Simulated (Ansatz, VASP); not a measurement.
## Two plane-wave programs on W

```
CELL_PARAMETERS angstrom
3.13588 0.00000 0.00000
0.00000 3.13588 0.00000
1.56794 -1.56794 1.56794
ATOMIC_POSITIONS crystal
W 0.00000 0.00000 0.00000
```

Alike in both runs: task single point; functional LDA; k mesh 11 × 11 × 22; occupations gaussian, width 0.1 eV; no spin polarisation.

|  | VASP | Ansatz |
| --- | --- | --- |
| version | VASP 6.6.1 | Ansatz 0.2.0 |
| potentials or method | VASP PAW LDA potentials, release 64 (W_sv) | scalar-relativistic, plane waves, PAW |
| plane-wave cutoff (eV) | 520 | 420 |
| valence electrons in the cell | 14 | 14 |

```tsv
	VASP	Ansatz	Ansatz less VASP
gap on the k mesh at the Fermi level (eV)	none	none	-
pressure (GPa)	1.4	-0.6	-2.01
```

A gap of «none» marks a metal or a gap that the smearing closes.

The runs have no spin-orbit coupling, so splittings on W are missing.
